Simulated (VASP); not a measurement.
# BN (F-43m) in VASP: further runs, part 2 of 3

VASP 6.6.1. The steps go on from the part before.

## 4. G0W0 quasiparticle levels, PBE

File POSCAR:

```
BN
1.0
    0.0000000000      1.8130010000      1.8130010000
    1.8130010000      0.0000000000      1.8130010000
    1.8130010000      1.8130010000      0.0000000000
N B
1 1
Direct
    0.2500000000      0.2500000000      0.2500000000
    0.0000000000      0.0000000000      0.0000000000
```

File INCAR.step1:

```
SYSTEM = BN
PREC = Accurate
ENCUT = 450
EDIFF = 1E-8
ISMEAR = 0
SIGMA = 0.01
LREAL = .FALSE.
LASPH = .TRUE.
NELM = 80
ALGO = Normal
LWAVE = .TRUE.
LCHARG = .FALSE.
GGA = PE
```

File INCAR.step2:

```
SYSTEM = BN
PREC = Accurate
ENCUT = 450
EDIFF = 1E-8
ISMEAR = 0
SIGMA = 0.01
LREAL = .FALSE.
LASPH = .TRUE.
NELM = 1
ALGO = Exact
LWAVE = .TRUE.
LCHARG = .FALSE.
GGA = PE
NBANDS = 32
LOPTICS = .TRUE.
ISTART = 1
```

File INCAR.step3:

```
SYSTEM = BN
PREC = Accurate
ENCUT = 450
EDIFF = 1E-8
ISMEAR = 0
SIGMA = 0.01
LREAL = .FALSE.
LASPH = .TRUE.
ALGO = EVGW0
LWAVE = .FALSE.
LCHARG = .FALSE.
GGA = PE
NELMGW = 1
NBANDS = 32
ENCUTGW = 200
NOMEGA = 48
PRECFOCK = Fast
ISTART = 1
NBANDSGW = 12
```

File KPOINTS:

```
Automatic mesh
0
G
  3 3 3
  0 0 0
```

Potentials or basis: VASP PAW PBE potentials, release 64 (N_GW, B_GW).

Launch:

```sh
$ cat potpaw_PBE.64/N_GW/POTCAR potpaw_PBE.64/B_GW/POTCAR > POTCAR
$ cp INCAR.step1 INCAR
$ mpirun -np 1 vasp_std > vasp.out
$ cp INCAR.step2 INCAR
$ mpirun -np 1 vasp_std > vasp.out
$ cp INCAR.step3 INCAR
$ mpirun -np 1 vasp_std > vasp.out
```

OUTCAR:

```text
SYSTEM = BN
   PREC = Accurate
   ENCUT = 450
   EDIFF = 1E-8
   ISMEAR = 0
   LREAL = .FALSE.
   LASPH = .TRUE.
   GGA = PE
   NELMGW = 1
   ENCUTGW = 200
   PRECFOCK = Fast
   ISTART = 1

 Found      4 irreducible k-points:

 Following reciprocal coordinates:
            Coordinates               Weight
  0.000000  0.000000  0.000000      1.000000
  0.333333  0.000000  0.000000      8.000000
  0.333333  0.333333  0.000000      6.000000
 -0.333333  0.333333  0.000000     12.000000
   k-points           NKPTS =      4   k-points in BZ     NKDIM =     27   number of bands    NBANDS=     32
   number of dos      NEDOS =    301   number of ions     NIONS =      2
   total plane-waves  NPLWV =   5832
   dimension x,y,z NGX =    18 NGY =   18 NGZ =   18
   dimension x,y,z NGXF=    36 NGYF=   36 NGZF=   36
   ions per type =               1   1
   NGX,Y,Z   is equivalent  to a cutoff of  11.67, 11.67, 11.67 a.u.
   NGXF,Y,Z  is equivalent  to a cutoff of  23.34, 23.34, 23.34 a.u.
 SYSTEM =  BN
   PREC   = accura    normal or accurate (medium, high low for compatibility)
   ISTART =      1    job   : 0-new  1-cont  2-samecut
   ICHARG =      0    charge: 1-file 2-atom 10-const
   ISPIN  =      1    spin polarized calculation?
   LNONCOLLINEAR =      F non collinear calculations
   LSORBIT =      F    spin-orbit coupling
   LASPH  =      T    aspherical Exc in radial PAW
   ENCUT  =  450.0 eV  33.07 Ry    5.75 a.u.   4.43  4.43  4.43*2*pi/ulx,y,z
   NELM   =     60;   NELMIN=  2; NELMDL=  0     # of ELM steps
   EDIFF  = 0.1E-07   stopping-criterion for ELM
   LREAL  =      F    real-space projection
   EDIFFG = 0.1E-06   stopping-criterion for IOM
   NSW    =      0    number of steps for IOM
   IBRION =     -1    ionic relax: 0-MD 1-quasi-New 2-CG
   NFREE  =      0    steps in history (QN), initial steepest desc. (CG)
   ISIF   =      0    stress and relaxation
   ISYM   =      3    0-nonsym 1-usesym 2-fastsym
   POTIM  = 0.5000    time-step for ionic-motion
   TEBEG  =    0.0;   TEEND  =   0.0 temperature during run
   PSTRESS=    0.0 pullay stress
   NELECT =       8.0000    total number of electrons
   NUPDOWN=      -1.0000    fix difference up-down
   EMIN   =  10.00;   EMAX   =-10.00  energy-range for DOS
   EFERMI =   0.00;   METHOD = LEGACY
   ISMEAR =     0;   SIGMA  =   0.01  broadening in eV -4-tet -1-fermi 0-gaus
   EFERMI_NEDOS =   21; number of points for ismear=-14 and -15
   IALGO  =     38    algorithm
   IMIX   =      4    mixing-type and parameters
     AMIX     =   0.40;   BMIX     =  1.00
     AMIX_MAG =   1.60;   BMIX_MAG =  1.00
  volume/ion in A,a.u.               =       5.96        40.22
  Fermi-wavevector in a.u.,A,eV,Ry     =   1.433387  2.708709 27.954506  2.054598
  Thomas-Fermi vector in A             =   2.552911
   LORBIT       =      0    0 simple, 1 ext, 2 COOP (PROOUT), +10 PAW based schemes
   GGA     = PE    functional components
   LHFCALC =     T    Hartree Fock is set to
   PRECFOCK=fast      Normal, Fast or Accurate (Low or Medium for compatibility)
   ENCUT4O =  -1.0   cutoff for four orbital integrals eV
   NKREDX  =     1    reduce k-point grid by
   NKREDY  =     1    reduce k-point grid by
   NKREDZ  =     1    reduce k-point grid by
   AEXX    =    1.0000 exact exchange contribution
   HFSCREEN=    0.0000 screening length (either q_TF or 0.3 A-1)
   HFSCREENC=   0.0000 screening length for correlation (either q_TF or 0.3 A-1)
   ENCUTFOCK=  -1.0 apply spherical cutoff to Coloumb kernel
   IVDW    =     0    specifies the selected vdW correction
   LEPSILON=     F    determine dielectric tensor
   LRPA    =     F    only Hartree local field effects (RPA)
   LRPAFORCE           =     F    calculate RPA forces
   ENCUTGW             = 200.0    cutoff for response function in eV
   ENCUTGWSOFT         = 160.0    soft cutoff for Coulomb kernel in GW response function in eV
   ENCUTLF             =  -1.0    cutoff for local field effects
   NELMGW              =     1    number of iterations in solving QP/BSE equation
   NELMHF              =     1    number of iterations in the inner HF iteration
   NKREDLFX            =     1    NKREDLFY  =   1   NKREDLFZ  =   1
 non-spin polarized calculation
 Gauss-broadening in eV      SIGMA  =   0.01
  energy-cutoff  :      450.00
  volume of cell :       11.92
 maximum number of plane-waves:       259
 NGX is ok and might be reduce to    18
  NGX = 12; NGY = 12; NGZ = 12
   NGX =  9   NGY =  9   NGZ =  9
 maximum number of plane-waves:        81

 QP shifts <psi_nk| G(iteration)W_0 |psi_nk>: iteration 1
 for sc-GW calculations column KS-energies equals QP-energies in previous step
 and V_xc(KS)=  KS-energies - (<T + V_ion + V_H > + <T+V_H+V_ion>^1  + <V_x>^1)

 k-point   1 :       0.0000    0.0000    0.0000
  band No.  KS-energies  QP-energies   sigma(KS)   V_xc(KS)     V^pw_x(r,r')   Z            occupation Imag(sigma)

      1     -12.7045     -14.6193     -17.8897     -15.4437     -26.3915       0.7828       2.0000       1.5092
      2       7.4800       6.8657     -19.0056     -18.2590     -22.3910       0.8227       2.0000       0.1050
      3       7.4800       6.8657     -19.0056     -18.2590     -22.3910       0.8227       2.0000       0.1050
      4       7.4800       6.8657     -19.0056     -18.2590     -22.3910       0.8227       2.0000       0.1050
      5      16.1541      17.6080     -11.9793     -13.7408      -6.6858       0.8253       0.0000      -0.1324
      6      16.1541      17.6080     -11.9793     -13.7408      -6.6858       0.8253       0.0000      -0.1324
      7      16.1541      17.6080     -11.9793     -13.7408      -6.6858       0.8253       0.0000      -0.1324
      8      17.6446      18.8945     -13.8373     -15.3925      -8.0853       0.8036       0.0000      -0.1612
      9      31.9542      32.5866     -10.5582     -11.3463      -3.2201       0.8025       0.0000      -0.6709
     10      35.0433      36.4629     -11.5590     -13.2558      -5.3479       0.8367       0.0000      -0.5502
     11      35.0433      36.4629     -11.5590     -13.2558      -5.3479       0.8367       0.0000      -0.5502
     12      35.6373      36.4763      -9.9721     -10.9827      -2.9663       0.8303       0.0000      -0.8646

 k-point   2 :       0.3333    0.0000    0.0000
  band No.  KS-energies  QP-energies   sigma(KS)   V_xc(KS)     V^pw_x(r,r')   Z            occupation Imag(sigma)

      1     -10.1846     -11.9057     -18.2372     -16.0149     -26.2370       0.7745       2.0000       1.1771
      2      -0.3875      -1.6772     -17.1575     -15.5250     -21.8274       0.7900       2.0000       0.2142
      3       5.9144       5.1605     -18.4281     -17.5013     -21.9873       0.8134       2.0000       0.1149
      4       5.9144       5.1605     -18.4281     -17.5013     -21.9873       0.8134       2.0000       0.1149
      5      17.2083      18.4330     -13.0105     -14.5090      -7.5426       0.8173       0.0000      -0.1461
      6      17.9907      19.5112     -12.2432     -14.0980      -6.7171       0.8197       0.0000      -0.1500
      7      17.9907      19.5112     -12.2432     -14.0980      -6.7171       0.8197       0.0000      -0.1500
      8      21.8856      23.5098     -13.6683     -15.7170      -7.3366       0.7928       0.0000      -0.2364
      9      30.4998      31.3104     -10.4590     -11.4642      -3.4614       0.8064       0.0000      -0.5403
     10      31.6850      32.8823     -11.0812     -12.5356      -4.6660       0.8232       0.0000      -0.5128
     11      31.6850      32.8823     -11.0812     -12.5356      -4.6660       0.8232       0.0000      -0.5128
     12      34.8352      36.1350     -11.3289     -12.9790      -3.5467       0.7877       0.0000      -0.9032

 k-point   3 :       0.3333    0.3333    0.0000
  band No.  KS-energies  QP-energies   sigma(KS)   V_xc(KS)     V^pw_x(r,r')   Z            occupation Imag(sigma)

      1      -9.3669     -11.0353     -18.3463     -16.1938     -26.1623       0.7751       2.0000       1.0868
      2       1.4101       0.1951     -18.0606     -16.5363     -22.5282       0.7971       2.0000       0.1762
      3       3.4490       2.4695     -17.6963     -16.4851     -21.6274       0.8087       2.0000       0.1385
      4       3.4490       2.4695     -17.6963     -16.4851     -21.6274       0.8087       2.0000       0.1385
      5      13.0634      13.9853     -11.6414     -12.7460      -6.7471       0.8347       0.0000      -0.1183
      6      17.6331      18.6805     -11.6613     -12.9241      -6.3551       0.8294       0.0000      -0.1396
      7      22.8744      24.7571     -13.4375     -15.8195      -6.8812       0.7904       0.0000      -0.2571
      8      22.8744      24.7571     -13.4375     -15.8195      -6.8812       0.7904       0.0000      -0.2571
      9      26.5646      28.1037     -13.5158     -15.4596      -6.7446       0.7918       0.0000      -0.3605
     10      34.6302      36.0160     -11.3951     -13.1424      -3.4910       0.7931       0.0000      -0.9111
     11      40.0725      41.6576     -11.4108     -13.3029      -4.8202       0.8377       0.0000      -0.9881
     12      42.6797      43.9180     -10.5968     -12.1199      -3.0257       0.8130       0.0000      -1.1975

 k-point   4 :      -0.3333    0.3333    0.0000
  band No.  KS-energies  QP-energies   sigma(KS)   V_xc(KS)     V^pw_x(r,r')   Z            occupation Imag(sigma)

      1      -7.3843      -8.9034     -19.1930     -17.2314     -26.7577       0.7744       2.0000       0.9032
      2      -0.9236      -2.2508     -16.6770     -14.9926     -21.3312       0.7879       2.0000       0.2260
      3       0.1065      -1.1977     -17.0332     -15.3973     -21.5376       0.7972       2.0000       0.1941
      4       3.9902       3.0602     -17.8641     -16.7145     -21.7092       0.8090       2.0000       0.1327
      5      15.2084      16.2211     -11.8670     -13.0861      -6.8133       0.8307       0.0000      -0.1275
      6      21.7399      23.3742     -13.9396     -15.9843      -7.8310       0.7993       0.0000      -0.2170
      7      21.9107      23.7143     -13.0750     -15.3419      -6.6763       0.7956       0.0000      -0.2333
      8      23.3440      25.0764     -13.3150     -15.5300      -6.4707       0.7821       0.0000      -0.2930
      9      25.4984      26.7635     -11.8037     -13.3611      -5.6086       0.8124       0.0000      -0.2656
     10      32.3255      33.5251     -10.9171     -12.3564      -4.7162       0.8334       0.0000      -0.4924
     11      34.0402      35.7023     -12.0994     -14.2195      -4.1780       0.7840       0.0000      -0.8287
     12      42.0541      43.1168     -10.2774     -11.5505      -2.9540       0.8348       0.0000      -1.2327
```

Wall time 4.4 s (1 thread of Intel Xeon Platinum 8375C at 2.90GHz (Ice Lake), shared host); peak memory 0.12 GiB.

These settings aren't checked as converged: the numbers below hold their error.

Results:

```yaml
Band_gap_on_the_k_mesh_mean-field_level: 5.58 eV, indirect (least direct gap 8.67 eV)
Quasiparticle_gap: 7.12 eV
Least_direct_quasiparticle_gap: 10.74 eV
```

Caveat: the k mesh is coarse (spacing up to 1.00 Å⁻¹), so the values aren't converged; bands, screening cutoff and mesh are small and nothing is extrapolated, so the quasiparticle values aren't converged; an odd mesh through Γ misses points on the zone boundary, where band edges often lie.

(Continued in part 3 of 3.)
